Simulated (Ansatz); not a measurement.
Before relaxation, (001) slab as cut from the bulk (GePt, Pnma (No. 62), (0 0 1) face):

```xyz
12
Lattice="3.7003 0.0000 0.0000 0.0000 5.7406 0.0000 0.0000 0.0000 23.0661" Properties=species:S:1:pos:R:3 pbc="T T T"
Ge    2.7753    3.9314    7.5000
Pt    0.9251    5.7363    8.1284
Pt    0.9251    2.8660    8.8453
Ge    2.7753    1.0611    9.4737
Ge    0.9251    4.6795   10.5462
Pt    2.7753    2.8746   11.1746
Pt    2.7753    0.0043   11.8915
Ge    0.9251    1.8092   12.5199
Ge    2.7753    3.9314   13.5924
Pt    0.9251    5.7363   14.2208
Pt    0.9251    2.8660   14.9378
Ge    2.7753    1.0611   15.5661
```

All numbers below come from DFT PBEsol, scalar-relativistic, plane waves, PAW (Ansatz 0.2.0). Plane waves to 420 eV, a k mesh through Γ of 9×6×1 on the computed 12-atom cell and Gaussian smearing (0.10 eV); no spin polarisation. A dipole correction removes the field between periodic images along c.

All atoms are free. The cell is fixed. Force threshold 0.02 eV/Å.

```json
{"step": "1", "E − E_final (eV)": "0.512", "largest force (eV/Å)": "1.215"}
{"step": "2", "E − E_final (eV)": "0.090", "largest force (eV/Å)": "0.302"}
{"step": "3", "E − E_final (eV)": "0.019", "largest force (eV/Å)": "0.150"}
{"step": "4", "E − E_final (eV)": "0.003", "largest force (eV/Å)": "0.057"}
{"step": "5", "E − E_final (eV)": "0.002", "largest force (eV/Å)": "0.094"}
{"step": "6", "E − E_final (eV)": "0.000", "largest force (eV/Å)": "0.015"}
{"step": "7", "E − E_final (eV)": "0.000", "largest force (eV/Å)": "0.015"}
```

Task: What is the final structure?

Result:
```yaml
crystal:
  lattice:
    - [3.70034, 0.00000, 0.00000]
    - [0.00000, 5.74060, 0.00000]
    - [0.00000, 0.00000, 23.06611]
  atoms:
    - { symbol: Ge, position: [0.75000, 0.69814, 0.32058] }
    - { symbol: Pt, position: [0.25000, 0.98443, 0.36294] }
    - { symbol: Pt, position: [0.25000, 0.50419, 0.37788] }
    - { symbol: Ge, position: [0.75000, 0.20968, 0.40358] }
    - { symbol: Ge, position: [0.25000, 0.79483, 0.45927] }
    - { symbol: Pt, position: [0.75000, 0.49282, 0.48496] }
    - { symbol: Pt, position: [0.75000, 0.99282, 0.51504] }
    - { symbol: Ge, position: [0.25000, 0.29483, 0.54073] }
    - { symbol: Ge, position: [0.75000, 0.70968, 0.59642] }
    - { symbol: Pt, position: [0.25000, 0.00419, 0.62212] }
    - { symbol: Pt, position: [0.25000, 0.48443, 0.63706] }
    - { symbol: Ge, position: [0.75000, 0.19814, 0.67942] }
```

Spin–orbit coupling is left out, which can shift energies with elements as heavy as these.

Cost: 1 run of about 7.8 core-minutes, on Intel Xeon 6975P-C (Granite Rapids) (shared hosts).